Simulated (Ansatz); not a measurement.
**TaN: stress in a strained cell**

TaN is deformed so: zz strain of -1 %. What stress and forces result, by LAPW, PAW and all-electron datasets made for the crystal?

Computed with Ansatz 0.2.0 (DFT PBEsol, scalar-relativistic, unless a step's input says otherwise).

**1. The system as given**

The structure is hexagonal, space group P6_3/mmc (No. 194). The conventional cell has a = 3.048 Å, b = 3.048 Å, c = 4.918 Å, α = 90.00°, β = 90.00°, γ = 120.00°. Around Ta (site symmetry -3m) lie 6 N at 2.15 Å and 2 Ta at 2.46 Å. Around N (site symmetry -6m2) lie 6 Ta at 2.15 Å.

As a file:

```
Ta N
1.0
     3.04800    0.00000    0.00000
    -1.52400    2.63965    0.00000
     0.00000    0.00000    4.91800
Ta N
2 2
Direct
  0.00000 0.00000 0.00000
  0.00000 0.00000 0.50000
  0.33333 0.66667 0.25000
  0.66667 0.33333 0.75000
```

Atoms are numbered in the order of the input: Ta1, Ta2, N3, N4.

**2. After the deformation**

Space group P6_3/mmc before, P6_3/mmc after.

**3. All-electron LAPW**

File input.yaml:

```yaml
crystal:
  lattice:
    - [3.0480019786, 0.0, 0.0]
    - [-1.5240009893, 2.6396471442, 0.0]
    - [0.0, 0.0, 4.86882]
  atoms:
    - { symbol: Ta, position: [0.0, 0.0, 0.0] }
    - { symbol: Ta, position: [0.0, 0.0, 0.5] }
    - { symbol: "N", position: [0.3333333333, 0.6666666667, 0.25] }
    - { symbol: "N", position: [0.6666666667, 0.3333333333, 0.75] }
kpoints:
  mp_grid: { grid: [11, 11, 6] }
  band_path:
    path:
      - [0.0, 0.0, 0.0]
      - [0.5, 0.0, 0.0]
      - [0.3333333333, 0.3333333333, 0.0]
      - [0.0, 0.0, 0.0]
      - [0.0, 0.0, 0.5]
      - [0.5, 0.0, 0.5]
      - [0.3333333333, 0.3333333333, 0.5]
      - [0.0, 0.0, 0.5]
      - [0.5, 0.0, 0.5]
    npoints: 5
scf:
  occupations: { method: fermi_dirac, width: 0.01 }
hamiltonian:
  xc: pbesol
  pseudopotentials: { kind: all_electron, lapw: { basis_error: 0.001 } }
output:
  forces: true
  stress: true
  eigenvalues: true
```

Started as:

```
$ ansatz run input.yaml --threads 1 --pin off --max-ram 4096MiB --backend cpu --events-out ev --progress --plain --runs-dir out
```

**4. Frozen-core PAW**

File input.yaml:

```yaml
crystal:
  lattice:
    - [3.0480019786, 0.0, 0.0]
    - [-1.5240009893, 2.6396471442, 0.0]
    - [0.0, 0.0, 4.86882]
  atoms:
    - { symbol: Ta, position: [0.0, 0.0, 0.0] }
    - { symbol: Ta, position: [0.0, 0.0, 0.5] }
    - { symbol: "N", position: [0.3333333333, 0.6666666667, 0.25] }
    - { symbol: "N", position: [0.6666666667, 0.3333333333, 0.75] }
kpoints:
  mp_grid: { grid: [11, 11, 6] }
scf:
  occupations: { method: fermi_dirac, width: 0.01 }
hamiltonian:
  xc: pbesol
  pseudopotentials: { kind: paw }
output:
  forces: true
  stress: true
  eigenvalues: true
  efg: { contact_densities: true }
```

**5. Datasets made for this crystal**

input.yaml: that of step 4 with these lines changed.

```diff
@@ -16,3 +16,3 @@
   xc: pbesol
-  pseudopotentials: { kind: paw }
+  pseudopotentials: { kind: all_electron, datasets: crystal }
 output:
```

(Steps that only read results are left out.)

**Question.** What will these runs give? Wanted: pressure; largest shear or deviatoric stress.

The runs gave:

| quantity | value |
| --- | --- |
| pressure | LAPW 54.18, PAW 54.87, crystal datasets 54.18 GPa |
| largest shear or deviatoric stress (LAPW) | 58.65 GPa |

**Reading.** The largest part of the stress beyond the pressure is 58.65 GPa in size, in the zz component; the atoms are carried along and not relaxed. No run of the undeformed cell stands beside it, so pressure and stress hold what the given cell had before the change, as far as its symmetry allows. PAW: stress within 0.99 GPa of LAPW. Crystal datasets: stress within 0.01 GPa of LAPW. Spin-orbit coupling is left out, though the cell holds Ta; in elements this heavy it can shift bands and gaps by tenths of an eV.
